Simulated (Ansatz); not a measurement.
# Y: one input, then a changed one

The cell is COD entry 1539818, as deposited and not checked against the literature; nothing was relaxed.

First run: DFT, r2SCAN, PAW with Ansatz's default frozen-core files, scalar-relativistic (Ansatz 0.2.0).

Command: `ansatz run input.yaml --threads 1 --pin off --max-ram 2048MiB --backend cpu --events-out ev --progress --plain --runs-dir out` The run took 8.2 s on 1 thread of Intel(R) Xeon(R) Platinum 8488C (Sapphire Rapids), on a shared host, peak memory 0.59 GiB.

```yaml
crystal:
  lattice:
    - [3.6514992371, 0.0, 0.0]
    - [-1.8257496185, 3.1622911012, 0.0]
    - [0.0, 0.0, 5.7474]
  atoms:
    - { symbol: "Y", position: [0.3333333333, 0.6666666667, 0.25] }
    - { symbol: "Y", position: [0.6666666667, 0.3333333333, 0.75] }
kpoints:
  mp_grid: { grid: [12, 12, 7] }
  band_path:
    path:
      - [0.0, 0.0, 0.0]
      - [0.5, 0.0, 0.0]
      - [0.3333333333, 0.3333333333, 0.0]
      - [0.0, 0.0, 0.0]
      - [0.0, 0.0, 0.5]
      - [0.5, 0.0, 0.5]
      - [0.3333333333, 0.3333333333, 0.5]
      - [0.0, 0.0, 0.5]
      - [0.5, 0.0, 0.5]
    npoints: 5
scf:
  occupations: { method: fermi_dirac, width: 0.08 }
hamiltonian:
  xc: r2scan
  pseudopotentials: { kind: paw }
output:
  forces: true
  stress: true
  eigenvalues: true
  efg: { contact_densities: true }
  write_density: true
  write_potential: true
  elf: true
  volumetric_format: npy
```

Result: converged; pressure 0.47 GPa; no gap on the k mesh; 6 SCF iterations.

A second input differs as follows:

```diff
@@ -8,5 +8,5 @@
     - { symbol: "Y", position: [0.6666666667, 0.3333333333, 0.75] }
 kpoints:
-  mp_grid: { grid: [12, 12, 7] }
+  mp_grid: { grid: [12, 11, 8] }
   band_path:
     path:
@@ -23,4 +23,5 @@
 scf:
   occupations: { method: fermi_dirac, width: 0.08 }
+  max_iter: 100
 hamiltonian:
   xc: r2scan
@@ -31,7 +32,3 @@
   eigenvalues: true
   efg: { contact_densities: true }
-  write_density: true
-  write_potential: true
-  elf: true
-  volumetric_format: npy
```

Q: Does the change harm the result?

A: Not here: the run converged; energy at zero smearing 0.0 meV/atom from the first run; pressure 0.45 GPa; no gap on the k mesh; 6 SCF iterations, so the odd setting did no harm in this case.
